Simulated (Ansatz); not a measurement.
# C₃H₄N₂: vertical ionisation energy

How much energy removes an electron from C₃H₄N₂ at fixed geometry? The cation is run at each level and the neutral's energy taken from earlier runs.

Computed with Ansatz 0.2.0, Gaussian basis. Level: unrestricted cation, the program's frozen cores in correlated methods.

Levels to be run: UKS PBE-D4/def2-TZVPP; UKS r2SCAN-D4/def2-TZVPP; UKS PBE0-D4/def2-TZVPP; UKS B3LYP-D4/def2-TZVPP; UKS wB97X-V/def2-TZVPP; UKS wB97M-V/def2-TZVPP; UKS B2PLYP/def2-TZVPP; UHF-CCSD(T)/def2-TZVPP; UHF-MP2/def2-QZVPP; extrapolation to the limit; then −ε(HOMO) from the neutral's earlier runs with LDA (SPW92), PBE-D4, revPBE-D4, BLYP-D4, r2SCAN-D4, B97M-V, PBE0-D4, B3LYP-D4, r2SCANh-D4, r2SCAN0-D4, HSE06-D4, BHLYP-D4, CAM-B3LYP-D4, LC-ωPBE, ωB97X-V, ωB97M-V.

### 1 Structure used throughout

An earlier PBE0-D4 in a triple-zeta def2 set relaxation fixed the geometry.

SMILES `c1c[nH]cn1`, 9 atoms, charge 0, spin multiplicity 1.

Atoms are counted from 1 here; the program's logs count them from 0.

Bond lengths: C1–C2 1.365 Å, C1–N5 1.368 Å, C1–H6 1.079 Å, C2–N3 1.369 Å, C2–H7 1.077 Å, N3–C4 1.355 Å, N3–H8 1.004 Å, C4–N5 1.307 Å, C4–H9 1.080 Å. Angles: C2–C1–N5 110.6°, C2–C1–H6 127.8°, N5–C1–H6 121.6°, C1–C2–N3 105.1°, C1–C2–H7 132.5°, N3–C2–H7 122.4°, C2–N3–C4 107.3°, C2–N3–H8 126.2°, C4–N3–H8 126.4°, N3–C4–N5 111.6°, N3–C4–H9 122.5°, N5–C4–H9 125.9°, C1–N5–C4 105.4°.

### 2 Cation, UKS PBE-D4/def2-TZVPP

The input, in.yaml:

```yaml
crystal:
  periodic: [false, false, false]
  atoms:
    - {symbol: C, position_ang: [0.011154, 1.133851, -0.468291]}
    - {symbol: C, position_ang: [0.718196, -0.009644, -0.706077]}
    - {symbol: N, position_ang: [0.213233, -0.929388, 0.172734]}
    - {symbol: C, position_ang: [-0.758117, -0.312927, 0.889155]}
    - {symbol: N, position_ang: [-0.905326, 0.933722, 0.526863]}
    - {symbol: H, position_ang: [0.112582, 2.089107, -0.959434]}
    - {symbol: H, position_ang: [1.509172, -0.246319, -1.397785]}
    - {symbol: H, position_ang: [0.509225, -1.884514, 0.267670]}
    - {symbol: H, position_ang: [-1.321720, -0.820188, 1.657965]}
basis:
  gaussian: {orbitals: def2-TZVPP}
total_charge: 1
magnetization: {spin_polarized: true, initial_magnetization: 1}
hamiltonian: {xc: pbe, dispersion: d4}
```

On the command line:

```sh
> ansatz run in.yaml --threads 2 --pin off --events-out ev --progress --plain --max-ram 32768MiB --backend cpu
```

Further steps of the session: Cation, UKS r2SCAN-D4/def2-TZVPP; Cation, UKS PBE0-D4/def2-TZVPP; Cation, UKS B3LYP-D4/def2-TZVPP; Cation, UKS wB97X-V/def2-TZVPP; Cation, UKS wB97M-V/def2-TZVPP; Cation, UKS B2PLYP (frozen core)/def2-TZVPP; Cation, UHF-CCSD(T)/def2-TZVPP; Cation, UHF-MP2/def2-QZVPP.

Q: Predict the results of all the runs planned. Wanted: ionisation energy, CCSD(T)/CBS; nearest functional by difference; nearest −ε(HOMO); −ε(HOMO) of PBE; T1 of the cation.

As calculated:

| quantity | value |
| --- | --- |
| ionisation energy, CCSD(T)/CBS | 9.12 eV |
| nearest functional by difference | PBE-D4 (-0.11 eV) |
| nearest −ε(HOMO) | ωB97X-V (-0.17 eV) |
| −ε(HOMO) of PBE | 5.67 eV |
| T1 of the cation | 0.021 |

By cation minus neutral, the functionals miss by 0.25 eV at most. The PBE orbital energy is 3.4 eV too small: a semilocal HOMO is no ionisation energy. Among orbital estimates ωB97X-V comes nearest. Hartree-Fock falls 1.65 eV short, as the neutral has more correlation energy than the cation.
